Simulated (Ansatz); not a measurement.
Tl: from a first guess to the relaxed bcc type

First guess:

```yaml
crystal:
  lattice:
    - [-1.88328, 1.88328, 1.88328]
    - [1.88328, -1.88328, 1.88328]
    - [1.88328, 1.88328, -1.88328]
  atoms:
    - { symbol: Tl, position: [0.00000, 0.00000, 0.00000] }
```

The calculation used DFT, PBE, PAW with Ansatz's default frozen-core files, scalar-relativistic in Ansatz 0.2.0.

Cell and atoms relax within the symmetry of the start on a 12×12×12 k mesh with 0.05 eV Fermi–Dirac smearing.

The start is built from a prototype, known or not as a phase of this compound; the cutoff is 420 eV.

Spin–orbit coupling is left out, though it moves levels of the heavy atoms by tenths of an eV or more.

(1) What is the pressure of the first guess?

(2) What does it relax to?

(3) How much energy does the relaxation release?

## Answers

(1) 6.57 GPa.

(2) a = 3.975 Å, b = 3.975 Å, c = 3.975 Å, α = 90.00°, β = 90.00°, γ = 90.00° (conventional cell), 31.40 Å³ per atom:
```xyz
1
Lattice="-1.9874 1.9874 1.9874 1.9874 -1.9874 1.9874 1.9874 1.9874 -1.9874" Properties=species:S:1:pos:R:3 pbc="T T T"
Tl    0.0000    0.0000    0.0000
```

(3) 80 meV/atom.
